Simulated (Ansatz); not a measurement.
Crystal: MnS.

```
CELL_PARAMETERS angstrom
0.00000 2.60450 2.60450
2.60450 0.00000 2.60450
2.60450 2.60450 0.00000
ATOMIC_POSITIONS crystal
Mn 0.00000 0.00000 0.00000
S 0.50000 0.50000 0.50000
```

Base run:

| Quantity | Value |
| --- | --- |
| Program | Ansatz 0.2.0 |
| Functional | PBEsol |
| Potentials or basis | all-electron LAPW, scalar-relativistic |
| Cutoff | 217 eV |
| Density cutoff | 867 eV |
| Basis error allowed | 0.001 eV/atom |
| k mesh | 9 × 9 × 9 |
| Occupations | fermi-dirac, width 0.05 eV |
| Spin | collinear spin, ferromagnetic start |
| Starting moments | [4.0, 0.0] μB |

Its results: band gap on the k mesh none (metal or under the smearing width); pressure -7.3 GPa.

The run is repeated on the same cell with these changes: spin from collinear spin, ferromagnetic start to no spin polarisation. What comes out?

Band gap on the k mesh none (metal or under the smearing width); pressure -27.8 GPa.

Caveats: semilocal functionals often make such compounds metallic where correlation or magnetic order opens a gap, which also shifts bond lengths; a cell with one magnetic atom can't hold antiferromagnetic order, which such compounds often take (some runs).

Not every run made on this cell is shown here.
